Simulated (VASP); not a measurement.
A VASP calculation is set up with these files.

**KPOINTS**
```
Automatic mesh
0
Gamma
8 8 8
0 0 0
```

POSCAR:
```
LiI
1
    0.0000000000     2.9024681060     2.9024681060
    2.9024681060     0.0000000000     2.9024681060
    2.9024681060     2.9024681060     0.0000000000
Li I
1 1
Direct
  0.0000000000   0.0000000000   0.0000000000
  0.5000000000   0.5000000000   0.5000000000
```

**INCAR**
```
ALGO=Normal
EDIFF=1E-7
ENCUT=520
ISIF=2
ISMEAR=0
LASPH=.TRUE.
LCHARG=.FALSE.
LMAXMIX=4
LREAL=.FALSE.
LWAVE=.FALSE.
NELM=100
PREC=Accurate
SIGMA=0.05
SYSTEM=LiI
```

POTCAR, in this order: Li_sv I (LDA.64 set). Program: vasp_std.

**Question.** Translate this LDA calculation to Ansatz.

**Answer.** One equivalent input (not run):
Ansatz 0.2 input:
```yaml
crystal:
  lattice:
    - [0.0000000, 2.9024681, 2.9024681]
    - [2.9024681, 0.0000000, 2.9024681]
    - [2.9024681, 2.9024681, 0.0000000]
  atoms:
    - { symbol: Li, position: [0.0000000, 0.0000000, 0.0000000] }
    - { symbol: I, position: [0.5000000, 0.5000000, 0.5000000] }
kpoints:
  mp_grid: { grid: [8, 8, 8] }
hamiltonian:
  xc: lda
  pseudopotentials: { kind: paw }
scf:
  occupations: { method: gaussian, width: 0.05 }
  max_iter: 100
output: { forces: true, stress: true, eigenvalues: true }
```
The two are equivalent in intent, not identical: each code has its own PAW files, so the cut-off isn't converted (ENCUT is set for VASP's; basis.ecutwfc is left out, and Ansatz then takes the one that its files recommend); Ansatz stops its SCF on the density residual and VASP on the energy change (EDIFF); Ansatz's lda is the Perdew-Wang form, while the LDA potentials of VASP carry Perdew-Zunger's.

The compound is LiI in the rock salt structure. It was relaxed first, which changed the volume by -10 %.
